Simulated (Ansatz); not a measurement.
# Reference phase of B, 12 atoms

What do PBEsol, HSE06 and r²SCAN give for the perfect crystal in this cell, and at what cost?

Program: Ansatz 0.2.0, PAW, plane waves. These are calculated values, not measurements.

**1. The starting cell**

12 atoms (12 B); a = 5.029 Å, b = 5.029 Å, c = 5.029 Å, α = 58.01°, β = 58.01°, γ = 58.01°.

Plan of the steps: (2) PBEsol single point at a 8×8×8 mesh, on 1 × NVIDIA GB300 Max-Q with 8 threads of Arm Neoverse-V2; (3) HSE06 single point at a 8×8×8 mesh, on 1 × NVIDIA GB300 Max-Q with 8 threads of Arm Neoverse-V2; (4) r²SCAN single point at a 8×8×8 mesh, on 1 × NVIDIA GB300 Max-Q with 8 threads of Arm Neoverse-V2.

Coordinates:

```cif
data_structure
_symmetry_space_group_name_H-M 'P 1'
_symmetry_Int_Tables_number 1
_cell_length_a 5.0285
_cell_length_b 5.0285
_cell_length_c 5.0285
_cell_angle_alpha 58.010
_cell_angle_beta 58.010
_cell_angle_gamma 58.010
_cell_volume 85.81
loop_
_atom_site_label
_atom_site_type_symbol
_atom_site_fract_x
_atom_site_fract_y
_atom_site_fract_z
_atom_site_occupancy
B1 B 0.65383 0.01061 0.01061 1
B2 B 0.98939 0.98939 0.34617 1
B3 B 0.62980 0.22159 0.22159 1
B4 B 0.77841 0.77841 0.37020 1
B5 B 0.98939 0.34617 0.98939 1
B6 B 0.77841 0.37020 0.77841 1
B7 B 0.01061 0.65383 0.01061 1
B8 B 0.22159 0.62980 0.22159 1
B9 B 0.01061 0.01061 0.65383 1
B10 B 0.34617 0.98939 0.98939 1
B11 B 0.22159 0.22159 0.62980 1
B12 B 0.37020 0.77841 0.77841 1
```

**2. Single point with PBEsol**

File in.yaml:

```yaml
crystal:
  lattice:
    - [2.438273, 1.407737, 4.166455]
    - [-2.438273, 1.407737, 4.166455]
    - [0.000000, -2.815475, 4.166455]
  atoms:
    - { symbol: B, position: [0.653831, 0.010613, 0.010609] }
    - { symbol: B, position: [0.989391, 0.989387, 0.346169] }
    - { symbol: B, position: [0.629799, 0.221590, 0.221587] }
    - { symbol: B, position: [0.778413, 0.778410, 0.370201] }
    - { symbol: B, position: [0.989387, 0.346169, 0.989392] }
    - { symbol: B, position: [0.778409, 0.370201, 0.778413] }
    - { symbol: B, position: [0.010608, 0.653831, 0.010613] }
    - { symbol: B, position: [0.221587, 0.629799, 0.221591] }
    - { symbol: B, position: [0.010613, 0.010609, 0.653831] }
    - { symbol: B, position: [0.346169, 0.989391, 0.989387] }
    - { symbol: B, position: [0.221590, 0.221587, 0.629799] }
    - { symbol: B, position: [0.370201, 0.778413, 0.778410] }
kpoints:
  mp_grid: { grid: [8, 8, 8] }
  band_path: { path: [VBM, CBM], npoints: 2 }
hamiltonian:
  xc: pbesol
scf:
  occupations: { method: fermi_dirac, width: 0.01 }
output:
  forces: true
  eigenvalues: true
  stress: true
  populations: true
```

Run with:

```sh
ansatz run in.yaml --threads 8 --pin off --max-ram 118750MiB --runs-dir r --events-out ev --progress --plain --backend cuda --devices 0,
```

**3. Single point with HSE06**

Edit in.yaml of step 2 so:

```diff
@@ -22,3 +22,3 @@
 hamiltonian:
-  xc: pbesol
+  xc: hse06
 scf:
@@ -28,3 +28,2 @@
   eigenvalues: true
-  stress: true
   populations: true
```

**4. r²SCAN on the same atoms**

Edit in.yaml of step 3 so:

```diff
@@ -22,3 +22,3 @@
 hamiltonian:
-  xc: hse06
+  xc: r2scan
 scf:
```

What does the calculation give? Wanted: for each run, top filled to lowest empty; gap over the zone; energy; pressure.

**Answer**, as computed:

```
 level          time  top filled to lowest empty (eV)  gap over the zone (eV)  energy (eV/atom)  pressure (GPa)
PBEsol   3.6 s (GPU)                             1.34                    1.34         -152.6682           -0.03
 HSE06  12 min (GPU)                             1.94                    1.94         -156.0242               -
r²SCAN   3.9 s (GPU)                             1.51                    1.49         -156.5531               -
```

At the same k points, PBEsol gives a spacing 0.60 eV smaller and r²SCAN gives a spacing 0.43 eV smaller than the 1.94 eV of HSE06. The price of HSE06 is about 200 times the time of PBEsol here.
